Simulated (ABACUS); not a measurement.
# InPd (Pm-3m) in ABACUS: settings compared

The runs below take InPd through single point, with BLYP, revPBE.

All numbers are computed with ABACUS 3.10.1; they aren't measurements. Logs are shortened: lines on timing, memory, paths and dates and some standing lists are left out, and cuts for length are marked.

### 1 Starting point

The structure is cubic, space group Pm-3m (No. 221). Conventional cell: a = 3.272 Å, b = 3.272 Å, c = 3.272 Å, α = 90.00°, β = 90.00°, γ = 90.00°. Around In (site symmetry m-3m) lie 8 Pd at 2.83 Å. Around Pd (site symmetry m-3m) lie 8 In at 2.83 Å.

The cell comes from a database or a generator and needn't be the stable form of this composition.

### 2 Single point, BLYP

run_abacus.py reads:

```python
"""ABACUS run from a structure file: ASE reads it, the script writes STRU, KPT and INPUT."""
import re
import subprocess
import spglib
from ase import Atoms
from ase.io import read
from ase.units import Bohr

atoms = read("InPd.cif")
cell, frac, numbers = spglib.standardize_cell((atoms.cell[:], atoms.get_scaled_positions(), atoms.numbers), to_primitive=True, symprec=1e-4)
atoms = Atoms(numbers=numbers, cell=cell, scaled_positions=frac, pbc=True)  # the primitive cell
atoms = atoms[(-atoms.numbers).argsort(kind="stable")]  # ABACUS lists atoms element by element
pseudo = {'In': 'In_ONCV_PBE-1.2.upf', 'Pd': 'Pd_ONCV_PBE-1.2.upf'}
orbital = {'In': 'In_confined-atom_8au_2s2p2d.orb', 'Pd': 'Pd_confined-atom_7au_3s2p2d1f.orb'}
magmoms = None
kmesh = [6, 6, 6]
params = {
    'suffix': 'InPd',
    'calculation': 'scf',
    'basis_type': 'lcao',
    'pseudo_dir': './',
    'orbital_dir': './',
    'symmetry': 1,
    'dft_functional': 'GGA_X_B88+GGA_C_LYP',
    'ecutwfc': 100,
    'pseudo_rcut': 7,
    'nspin': 1,
    'nbands': 26,
    'ks_solver': 'genelpa',
    'smearing_method': 'fd',
    'smearing_sigma': 0.00367493,
    'scf_thr': 1e-07,
    'scf_nmax': 100,
    'mixing_type': 'broyden',
    'mixing_beta': 0.7,
    'cal_force': 1,
    'cal_stress': 1,
    'out_mul': 1,
    'out_chg': 1,
}

symbols = atoms.get_chemical_symbols()
elements = list(dict.fromkeys(symbols))
lines = ["ATOMIC_SPECIES"] + [f"{e} {atoms.get_masses()[symbols.index(e)]:.4f} {pseudo[e]}" for e in elements]
if orbital:
    lines += ["", "NUMERICAL_ORBITAL"] + [orbital[e] for e in elements]
lines += ["", "LATTICE_CONSTANT", f"{1 / Bohr:.10f}", "", "LATTICE_VECTORS"]
lines += [" ".join(f"{x:.10f}" for x in v) for v in atoms.cell]
lines += ["", "ATOMIC_POSITIONS", "Direct"]
for e in elements:
    lines += ["", e, "0.0", str(symbols.count(e))]
    for i, p in enumerate(atoms.get_scaled_positions(wrap=False)):
        if symbols[i] == e:
            mag = "" if magmoms is None else " mag " + " ".join(str(x) for x in (magmoms[i] if isinstance(magmoms[i], list) else [magmoms[i]]))
            lines.append(" ".join(f"{x:.10f}" for x in p) + " 1 1 1" + mag)
open("STRU", "w").write("\n".join(lines) + "\n")
open("KPT", "w").write("K_POINTS\n0\nGamma\n%d %d %d 0 0 0\n" % tuple(kmesh))
open("INPUT", "w").write("INPUT_PARAMETERS\n" + "".join(f"{k:<20s}{v}\n" for k, v in params.items()))

done = subprocess.run(['mpirun', '-np', '4', 'abacus'])
if done.returncode:
    raise SystemExit(done.returncode)
log = open("OUT.InPd/running_scf.log").read()
print("final energy (eV):", re.findall(r"FINAL_ETOT_IS (\S+)", log))
```

InPd.cif reads:

```cif
data_InPd
_cell_length_a 3.27188478
_cell_length_b 3.27188478
_cell_length_c 3.27188478
_cell_angle_alpha 90.00000000
_cell_angle_beta 90.00000000
_cell_angle_gamma 90.00000000
_space_group_name_H-M_alt 'Pm-3m'
_space_group_name_Hall '-P 4 2 3'
_space_group_IT_number 221
loop_
_space_group_symop_operation_xyz
'x,y,z'
'-x,-y,-z'
'-y,x,z'
'y,-x,-z'
'-x,-y,z'
'x,y,-z'
'y,-x,z'
'-y,x,-z'
'x,-y,-z'
'-x,y,z'
'-y,-x,-z'
'y,x,z'
'-x,y,-z'
'x,-y,z'
'y,x,-z'
'-y,-x,z'
'z,x,y'
'-z,-x,-y'
'z,-y,x'
'-z,y,-x'
'z,-x,-y'
'-z,x,y'
'z,y,-x'
'-z,-y,x'
'-z,x,-y'
'z,-x,y'
'-z,-y,-x'
'z,y,x'
'-z,-x,y'
'z,x,-y'
'-z,y,x'
'z,-y,-x'
'y,z,x'
'-y,-z,-x'
'x,z,-y'
'-x,-z,y'
'-y,z,-x'
'y,-z,x'
'-x,z,y'
'x,-z,-y'
'-y,-z,x'
'y,z,-x'
'-x,-z,-y'
'x,z,y'
'y,-z,-x'
'-y,z,x'
'x,-z,y'
'-x,z,-y'
loop_
_atom_site_label
_atom_site_type_symbol
_atom_site_symmetry_multiplicity
_atom_site_Wyckoff_symbol
_atom_site_fract_x
_atom_site_fract_y
_atom_site_fract_z
_atom_site_occupancy
In1 In 1 a 0.0000000000 0.0000000000 0.0000000000 1
Pd1 Pd 1 b 0.5000000000 0.5000000000 0.5000000000 1
```

Potentials or basis: SG15 ONCV 1.2 PBE, DZP LCAO (the cutoffs set its grid).

The run is started by

```bash
$ OMP_NUM_THREADS=1 python run_abacus.py > log
```

running log:

```text
ABACUS v3.10.1

               Atomic-orbital Based Ab-initio Computation at UStc

 ------------------------------------------------------------------------------------

 READING GENERAL INFORMATION
                           global_out_dir = OUT.InPd/
                           global_in_card = INPUT
                               pseudo_dir = ./
                              orbital_dir = ./
                                    DSIZE = 4
                                    GSIZE = 1

 READING UNITCELL INFORMATION
                                    ntype = 2
                  lattice constant (Bohr) = 1.88973
              lattice constant (Angstrom) = 1

 READING ATOM TYPE 1
                               atom label = In
                      L=0, number of zeta = 2
                      L=1, number of zeta = 2
                      L=2, number of zeta = 2
             number of atom for this type = 1

 READING ATOM TYPE 2
                               atom label = Pd
                      L=0, number of zeta = 3
                      L=1, number of zeta = 2
                      L=2, number of zeta = 2
                      L=3, number of zeta = 1
             number of atom for this type = 1

                        TOTAL ATOM NUMBER = 2
DIRECT COORDINATES
    atom                   x                   y                   z     mag                  vx                  vy                  vz
taud_In1            0.0000000000        0.0000000000        0.0000000000  0.0000        0.0000000000        0.0000000000        0.0000000000
taud_Pd1            0.5000000000        0.5000000000        0.5000000000  0.0000        0.0000000000        0.0000000000        0.0000000000

                          Volume (Bohr^3) = 236.369
                             Volume (A^3) = 35.0262

 Lattice vectors: (Cartesian coordinate: in unit of a_0)
             +3.27188                  +0                  +0
                   +0            +3.27188                  +0
                   +0                  +0            +3.27188
 Reciprocal vectors: (Cartesian coordinate: in unit of 2 pi/a_0)
            +0.305634                  -0                  +0
                   -0           +0.305634                  -0
                   +0                  -0           +0.305634
 The esolver type has been set to : ksdft_lcao

                PAO radial cut off (Bohr) = 7

 Read in pseudopotential file is In_ONCV_PBE-1.2.upf
                     pseudopotential type = NC
          exchange-correlation functional = PBE
                 nonlocal core correction = 0
                        valence electrons = 13
                                     lmax = 2
                           number of zeta = 0
                     number of projectors = 6
                           L of projector = 0
                           L of projector = 0
                           L of projector = 1
                           L of projector = 1
                           L of projector = 2
                           L of projector = 2
 XC functional updated to : GGA_X_B88+GGA_C_LYP
          exchange-correlation functional = GGA_X_B88+GGA_C_LYP
                PAO radial cut off (Bohr) = 7

 Read in pseudopotential file is Pd_ONCV_PBE-1.2.upf
                     pseudopotential type = NC
          exchange-correlation functional = PBE
                 nonlocal core correction = 0
                        valence electrons = 18
                                     lmax = 2
                           number of zeta = 0
                     number of projectors = 6
                           L of projector = 0
                           L of projector = 0
                           L of projector = 1
                           L of projector = 1
                           L of projector = 2
                           L of projector = 2
 XC functional updated to : GGA_X_B88+GGA_C_LYP
          exchange-correlation functional = GGA_X_B88+GGA_C_LYP
     initial pseudo atomic orbital number = 0

 SETUP THE ELECTRONS NUMBER
            electron number of element In = 13
      total electron number of element In = 13
            electron number of element Pd = 18
      total electron number of element Pd = 18
            AUTOSET number of electrons:  = 31
                           occupied bands = 16
                                   NLOCAL = 44
                                   NBANDS = 26
                                   NBANDS = 26
                                   NLOCAL = 44

[... 83 lines left out ...]
                               nkstot_ibz = 20
K-POINTS REDUCTION ACCORDING TO SYMMETRY
     IBZ    DIRECT_X    DIRECT_Y    DIRECT_Z  WEIGHT  ibz2bz
       1  0.00000000  0.00000000  0.00000000  0.0046       0
       2  0.16666667  0.00000000  0.00000000  0.0278       1
       3  0.33333333  0.00000000  0.00000000  0.0278       2
       4  0.50000000  0.00000000  0.00000000  0.0139       3
       5  0.16666667  0.16666667  0.00000000  0.0556       7
       6  0.33333333  0.16666667  0.00000000  0.1111       8
[... 12 lines left out ...]
      19  0.50000000  0.50000000  0.33333333  0.0278      93
      20  0.50000000  0.50000000  0.50000000  0.0046     129

                               nkstot now = 20
[... K-POINTS DIRECT COORDINATES: 20 rows ...]

           k-point number in this process = 20
       minimum distributed K point number = 20
[... stars of the k points ...]

[... K-POINTS CARTESIAN COORDINATES: 20 rows ...]

[... K-POINTS DIRECT COORDINATES: 20 rows ...]

 SETUP PLANE WAVES FOR WAVE FUNCTIONS
     energy cutoff for wavefunc (unit:Ry) = 100
              fft grid for wave functions = [ 40, 40, 40 ]
                    number of plane waves = 5137
                         number of sticks = 357

 PARALLEL PW FOR WAVE FUNCTIONS
     PROC   COLUMNS(POT)             PW
        1             90           1286
        2             89           1283
        3             89           1285
        4             89           1283
 --------------- sum -------------------
        4            357           5137

 SET NONLOCAL PSEUDOPOTENTIAL PROJECTORS
 SET NONLOCAL PSEUDOPOTENTIAL PROJECTORS
 max number of nonlocal projetors among all species is 6

 -------------------------------------------
 SELF-CONSISTENT
 -------------------------------------------

 SETUP SEARCHING RADIUS FOR PROGRAM TO SEARCH ADJACENT ATOMS
                  longest orb rcut (Bohr) = 8
   longest nonlocal projector rcut (Bohr) = 3.52
                     search radius (Bohr) = 23
              searching radius is (Bohr)) = 23
         searching radius unit is (Bohr)) = 1.89
                         PeriodicBoundary = 1
                        Radius(unit:lat0) = 12.2
                                   glayer = [ 5, 5, 5 ]
                             glayer_minus = [ 4, 4, 4 ]

Find the coordinate range of the input atom(unit:lat0).
                                  min_tau = [ -13.1, -13.1, -13.1 ]
                                  max_tau = [ 14.7, 14.7, 14.7 ]
                                BoxNumber = [ 9, 9, 9 ]

 SETUP EXTENDED REAL SPACE GRID FOR GRID INTEGRATION
                          real space grid = [ 40, 40, 40 ]
                 big cell numbers in grid = [ 8, 8, 8 ]
             meshcell numbers in big cell = [ 5, 5, 5 ]
                        extended fft grid = [ 11, 11, 11 ]
                dimension of extened grid = [ 31, 31, 31 ]
                            UnitCellTotal = 125
              Atom number in sub-FFT-grid = 2
    Local orbitals number in sub-FFT-grid = 44
                                ParaV.nnr = 80838
                                 init_chg = atomic

 LCAO ALGORITHM --------------- ION=   1  ELEC=   1--------------------------------

 Density error is 0.0564301570909
----------------------------------------------------------
     Energy           Rydberg                 eV
----------------------------------------------------------
 E_KohnSham     -357.4437952829      -4863.2723305923
 E_Harris       -352.2127454506      -4792.1002463512
 E_Fermi        1.3143993006         17.8833199355
----------------------------------------------------------
[... 80 lines left out ...]
 Density error is 5.45984627419e-08
----------------------------------------------------------
     Energy           Rydberg                 eV
----------------------------------------------------------
 E_KohnSham     -357.6110315306      -4865.5476964736
 E_KS(sigma->0) -357.6108141121      -4865.5447383428
 E_Harris       -357.6110381955      -4865.5477871545
 E_band         -7.4005472065        -100.6896103257
 E_one_elec     -106.9453496040      -1455.0661292168
 E_Hartree      74.9142005525        1019.2599886292
 E_xc           -38.6469869918       -525.8192336197
 E_Ewald        -286.9324606503      -3903.9164060046
 E_entropy(-TS) -0.0004348370        -0.0059162616
 E_descf        0.0000000000         0.0000000000
 E_exx          0.0000000000         0.0000000000
 E_Fermi        1.3487934164         18.3512758874
----------------------------------------------------------

 charge density convergence is achieved
 final etot is -4865.5476965 eV
 EFERMI = 18.351275887 eV

 STATE ENERGY(eV) AND OCCUPATIONS    NSPIN == 1
 1/20 kpoint (Cartesian) = 0.0000 0.0000 0.0000 (986 pws)
       1       -66.1547     0.00925926
       2       -32.0934     0.00925926
       3       -32.0934     0.00925926
       4       -32.0934     0.00925926
       5        2.99459     0.00925926
       6        2.99459     0.00925926
[... 158 lines left out ...]
      25        38.1521        0.00000
      26        40.1997        0.00000

[... levels at 14 further k points ...]

 correction force for each atom along direction 1 is 2.64164e-14
 correction force for each atom along direction 2 is -3.68846e-15
 correction force for each atom along direction 3 is 1.07189e-14
------------------------------------------------------------------------------------------
 TOTAL-FORCE (eV/Angstrom)
------------------------------------------------------------------------------------------
                       In1         0.0000000000         0.0000000000         0.0000000000
                       Pd1         0.0000000000         0.0000000000         0.0000000000
------------------------------------------------------------------------------------------

----------------------------------------------------------------
 TOTAL-STRESS (KBAR)
----------------------------------------------------------------
       133.6326162772        -0.0000000000        -0.0000000000
        -0.0000000000       133.6326162772        -0.0000000000
        -0.0000000000        -0.0000000000       133.6326162772
----------------------------------------------------------------
 TOTAL-PRESSURE: 133.632616 KBAR

 --------------------------------------------
 !FINAL_ETOT_IS -4865.5476964735571528 eV
 --------------------------------------------
```

Wall time 8.8 s (4 MPI ranks of Intel Xeon Platinum 8175M at 2.50GHz (Skylake/Cascade Lake), shared host); peak memory 0.48 GiB.

What came out:

```yaml
Free_energy: -4865.5477 eV
Pressure: 13.4 GPa
Band_gap_on_the_k_mesh: none (metal or under the smearing width)
Mulliken_charges: In -0.36; Pd +0.36 e
```

Levels at points of the mesh, in eV from the Fermi level:
```csv
k point,band 13,band 14,band 15,band 16,band 17,band 18
"(0.00, 0.00, 0.00)",-2.39,-2.39,-2.39,4.42,4.42,4.42
"(0.50, 0.00, 0.00)",-3.34,-3.34,-2.42,-1.22,9.46,9.46
"(0.50, 0.50, 0.00)",-2.79,-2.27,-2.27,-1.83,1.22,2.43
"(0.50, 0.50, 0.50)",-1.79,-1.79,-0.44,3.98,3.98,3.98
```

Caveat: the atomic orbitals were generated for these runs and aren't a published set; Mulliken charges move with the basis; the potentials were made for another functional, which shifts forces and pressure; the basis of atomic orbitals isn't converged, which shifts pressures, moduli and gaps.

(Part 1 of 2 ends here.)
